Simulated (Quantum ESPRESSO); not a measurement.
# AlN/Al(1-x)Ga(x)N (10-10) interfaces, on the lattice of AlN: a series in the share x of Ga, part 4 of 9

Aim: how the results for AlN/Al(1-x)Ga(x)N (10-10) interfaces, on the lattice of AlN change with the share x of Ga.

Quantum ESPRESSO 7.5; plane-wave DFT, LDA, GBRV ultrasoft pseudopotentials.

So far. Step 2 (Variable-cell relaxation of the reference):  The last row is no step: it is a fresh SCF in the final cell with a new plane-wave basis, -1 meV from the row before. Step 5 (Relaxing cell and ions, 0.25):  The last row is no step: it is a fresh SCF in the final cell with a new plane-wave basis, -1 meV from the row before.

## Step 6: Ground state, 0.25

m0.bulk.in

```
&control
  prefix = 'm0.bulk'
  outdir = './out'
  pseudo_dir = './pseudo'
  calculation = 'scf'
  tprnfor = .true.
/
&system
  ibrav = 0
  nat = 8
  ntyp = 3
  ecutwfc = 40
  ecutrho = 200
  occupations = 'smearing'
  smearing = 'fd'
  degauss = 0.002
  nbnd = 28
/
&electrons
  conv_thr = 1e-09
  mixing_beta = 0.4
  electron_maxstep = 120
/
ATOMIC_SPECIES
  Ga  69.7230  ga_lda_v1.4.uspp.F.UPF
  N   14.0070  n_lda_v1.2.uspp.F.UPF
  Al  26.9815  al_lda_v1.uspp.F.UPF
CELL_PARAMETERS angstrom
  3.09241662500000 0.00000000000000 0.00000000000000
  0.00000000000000 4.95246770000000 0.00000000000000
  0.00000000000000 0.00000000000000 5.40461714800000
ATOMIC_POSITIONS crystal
  Ga  0.500000000000 0.500851409800 0.165691028100
  N   0.500000000000 0.890940679900 0.165434471100
  Al  0.000000000000 -0.000578431700 0.335197388300
  N   0.000000000000 0.377593749700 0.340772363000
  Al  0.000000000000 0.500243656600 0.667011842600
  N   0.000000000000 0.880088188800 0.666422993100
  Al  0.500000000000 -0.000529849700 0.832119660500
  N   0.500000000000 0.379390596600 0.827350253300
K_POINTS automatic
  10 6 6 0 0 0
```

Run with:

```bash
$ OMP_NUM_THREADS=1 mpirun -n 4 pw.x -nk 4 -in m0.bulk.in > m0.bulk.out
```

What it wrote:

```text
[banner, memory and clock lines left out]
Program PWSCF v.7.5 starts
[citation notice left out]

[...]
Message from routine setup:
[...]
bravais-lattice index     =            0
     lattice parameter (alat)  =       5.8438  a.u.
     unit-cell volume          =     558.5746 (a.u.)^3
     number of atoms/cell      =            8
     number of atomic types    =            3
     number of electrons       =        48.00
     number of Kohn-Sham states=           28
     kinetic-energy cutoff     =      40.0000  Ry
     charge density cutoff     =     200.0000  Ry
     scf convergence threshold =      1.0E-09
     mixing beta               =       0.4000
     number of iterations used =            8  plain     mixing
     Exchange-correlation= SLA  PZ   NOGX NOGC
                           (   1   1   0   0   0   0   0)

[...]
PseudoPot. # 1 for Ga read from file:
     ./pseudo/ga_lda_v1.4.uspp.F.UPF
     Pseudo is Ultrasoft + core correction, Zval = 19.0
     Generated by new atomic code, or converted to UPF format
     Using radial grid of  871 points,  6 beta functions with:
                l(1) =   0
                l(2) =   0
                l(3) =   1
                l(4) =   1
                l(5) =   2
                l(6) =   2
     Q(r) pseudized with  8 coefficients,  rinner =    1.250   1.250   1.250
                                                       1.250   1.250

     PseudoPot. # 2 for N  read from file:
     ./pseudo/n_lda_v1.2.uspp.F.UPF
     Pseudo is Ultrasoft + core correction, Zval =  5.0
     Generated by new atomic code, or converted to UPF format
     Using radial grid of  729 points,  4 beta functions with:
                l(1) =   0
                l(2) =   0
                l(3) =   1
                l(4) =   1
     Q(r) pseudized with  8 coefficients,  rinner =    0.900   0.900   0.900

     PseudoPot. # 3 for Al read from file:
     ./pseudo/al_lda_v1.uspp.F.UPF
     Pseudo is Ultrasoft + core correction, Zval =  3.0
     Generated by new atomic code, or converted to UPF format
     Using radial grid of  893 points,  3 beta functions with:
                l(1) =   0
                l(2) =   1
                l(3) =   2
     Q(r) pseudized with  8 coefficients,  rinner =    0.900   0.900   0.900
                                                       0.900   0.900

     atomic species   valence    mass     pseudopotential
     Ga               19.00    69.72300     Ga( 1.00)
     N                 5.00    14.00700     N ( 1.00)
     Al                3.00    26.98150     Al( 1.00)

      2 Sym. Ops. (no inversion) found

[...]
number of k points=   120  Fermi-Dirac smearing, width (Ry)=  0.0020

     Number of k-points >= 100: set verbosity='high' to print them.

     Dense  grid:    26629 G-vectors     FFT dimensions: (  27,  45,  45)

     Smooth grid:    19079 G-vectors     FFT dimensions: (  24,  40,  45)

     Initial potential from superposition of free atoms

     starting charge      46.9934, renormalised to      48.0000
     Starting wfcs are   40 randomized atomic wfcs

     per-process dynamical memory:    59.0 Mb

     Self-consistent Calculation

     iteration #  1     ecut=    40.00 Ry     beta= 0.40
     Davidson diagonalization with overlap
     ethr =  1.00E-02,  avg # of iterations =  2.8

     total energy              =    -515.54705966 Ry
     estimated scf accuracy    <       2.93750935 Ry

     iteration #  2     ecut=    40.00 Ry     beta= 0.40
[...]
total energy              =    -516.27860206 Ry
     estimated scf accuracy    <       0.11289539 Ry

     iteration #  3     ecut=    40.00 Ry     beta= 0.40
[...]
total energy              =    -516.27757548 Ry
     estimated scf accuracy    <       0.02535468 Ry

     iteration #  4     ecut=    40.00 Ry     beta= 0.40
[...]
total energy              =    -516.27943137 Ry
     estimated scf accuracy    <       0.00364814 Ry

     iteration #  5     ecut=    40.00 Ry     beta= 0.40
[...]
total energy              =    -516.27964594 Ry
     estimated scf accuracy    <       0.00032137 Ry

     iteration #  6     ecut=    40.00 Ry     beta= 0.40
[...]
total energy              =    -516.27974969 Ry
     estimated scf accuracy    <       0.00001288 Ry

     iteration #  7     ecut=    40.00 Ry     beta= 0.40
[...]
total energy              =    -516.27975128 Ry
     estimated scf accuracy    <       0.00000376 Ry

     iteration #  8     ecut=    40.00 Ry     beta= 0.40
[...]
total energy              =    -516.27975184 Ry
     estimated scf accuracy    <       0.00000021 Ry

     iteration #  9     ecut=    40.00 Ry     beta= 0.40
[...]
total energy              =    -516.27975185 Ry
     estimated scf accuracy    <       0.00000004 Ry

     iteration # 10     ecut=    40.00 Ry     beta= 0.40
[...]
total energy              =    -516.27975186 Ry
     estimated scf accuracy    <          8.7E-09 Ry

     iteration # 11     ecut=    40.00 Ry     beta= 0.40
[...]
End of self-consistent calculation

     Number of k-points >= 100: set verbosity='high' to print the bands.

     the Fermi energy is    10.1574 ev

!    total energy              =    -516.27975186 Ry
     estimated scf accuracy    <          5.9E-10 Ry
     smearing contrib. (-TS)   =       0.00000000 Ry
     internal energy E=F+TS    =    -516.27975186 Ry

     The total energy is F=E-TS. E is the sum of the following terms:
     one-electron contribution =    -444.62325458 Ry
     hartree contribution      =     249.34719259 Ry
     xc contribution           =     -82.74028549 Ry
     ewald contribution        =    -238.26340439 Ry

     convergence has been achieved in  11 iterations

     Forces acting on atoms (cartesian axes, Ry/au):

     atom    1 type  1   force =     0.00000000    0.00021275    0.00007130
     atom    2 type  2   force =     0.00000000    0.00009590   -0.00005300
     atom    3 type  3   force =     0.00000000    0.00011576   -0.00002368
     atom    4 type  2   force =     0.00000000   -0.00018069    0.00006726
     atom    5 type  3   force =     0.00000000    0.00008631    0.00001128
     atom    6 type  2   force =     0.00000000    0.00014371   -0.00039880
     atom    7 type  3   force =     0.00000000   -0.00025497    0.00009364
     atom    8 type  2   force =     0.00000000   -0.00021876    0.00023201

     Total force =     0.000690     Total SCF correction =     0.000053

[...]
```

Run time: 31 s. Hardware: 4 MPI ranks of Arm Neoverse V2, shared host; peak memory 0.44 GiB; 2.1 min of CPU time.

Numbers from this step:

* free energy: -7024.3439 eV
* Fermi energy: 10.16 eV
* valence top, on the run's zero: 8.242 eV
* conduction bottom, on the run's zero: 12.00 eV
* gap by band count: 3.761 eV

## Step 7: Potential by pp.x, 0.25

m0.bulk.pot.in

```
&inputpp
  prefix = 'm0.bulk'
  outdir = './out'
  filplot = 'm0.bulk.pot.dat'
  plot_num = 11
/
```

Run with:

```bash
$ OMP_NUM_THREADS=1 mpirun -n 4 pp.x -in m0.bulk.pot.in > m0.bulk.pot.out
```

What it wrote:

```text
[banner, memory and clock lines left out]
Program POST-PROC v.7.5 starts

          URL

     ./out/m0.bulk.save/

     IMPORTANT: XC functional enforced from input :
     Exchange-correlation= PZ
                           (   1   1   0   0   0   0   0)
     Any further DFT definition will be discarded
     Please, verify this is what you really want

     Calling punch_plot, plot_num =  11
     Writing data to file  m0.bulk.pot.dat
     Message from routine chdens:
     namelist plot not found or invalid, exiting
```

The job ended after 0.8 s (4 MPI ranks; peak memory 0.09 GiB).

Electrostatic potential energy of an electron; zero at the highest filled level of the SCF mesh. Potential energy, planar mean against z:

```
z (Å)  potential energy, planar mean (eV)
 0.00                                1.11
 0.24                              -0.357
 0.48                               -4.27
 0.72                               -8.95
 0.96                               -10.9
 1.20                               -9.81
 1.56                               -9.51
 1.80                               -10.2
 2.04                               -7.59
 2.28                               -2.87
 2.52                               0.285
 2.76                               0.984
 3.00                              -0.701
 3.24                               -4.73
 3.48                               -9.13
 3.72                               -10.4
 4.08                               -9.25
 4.32                               -10.4
 4.56                               -9.68
 4.80                               -5.62
 5.04                               -1.33
 5.28                               0.871
```

(Continued in part 5 of 9.)

[Logs are printed without paths, hosts, clocks, repeated set-up lines and the standing remarks that a program may print on its own settings, such as how far it seeks lower states.]

[Hosts, paths, dates, database ids (printed as entryN), source tags and the programs' standing remarks are cut or masked in the printed files.]

[Maps of the electrostatic potential energy from Ansatz leave out the sawtooth potential of an applied field or a dipole correction, so their vacuum need not be flat; planar profiles and work functions include it.]
